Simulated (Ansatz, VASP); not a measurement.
One calculation of C, two programs

```
C
1.0
     0.00000    2.12700    3.34800
     1.22800    0.00000    3.34800
     1.22800    2.12700    0.00000
C
2
Direct
  0.17725 0.82275 0.17725
  0.83333 0.16667 0.83333
```

Change from the starting cell: one atom moved.

Alike in both runs: task single point; functional PBEsol; k mesh 14 × 14 × 14; occupations gaussian, width 0.02 eV; no spin polarisation.

|  | VASP | Ansatz |
| --- | --- | --- |
| version | VASP 6.6.1 | Ansatz 0.2.0 |
| potentials or method | VASP PAW PBE potentials, release 64 (C) | scalar-relativistic, plane waves, PAW |
| plane-wave cutoff (eV) | 520 | 420 |
| valence electrons in the cell | 8 | 8 |

VASP gave:

| Item | Value |
| --- | --- |
| gap on the k mesh at the Fermi level (eV) | 0.66 |
| least direct gap on the mesh (eV) | 1.00 |
| pressure (GPa) | 3.0 |
| largest component of the traceless stress (GPa) | 6.09 |
| rms of the force components (eV/Å) | 1.361 |

**Question.** Which values does Ansatz return?

**Answer.** gap on the k mesh at the Fermi level (eV): 0.66; least direct gap on the mesh (eV): 1.00; pressure (GPa): 2.3; largest component of the traceless stress (GPa): 5.60; rms of the force components (eV/Å): 1.358.

Atom by atom the forces differ by 0.002 eV/Å (rms over components).

Caveats: the PAW data sets were made with another functional, which shifts forces and pressure a little (VASP).
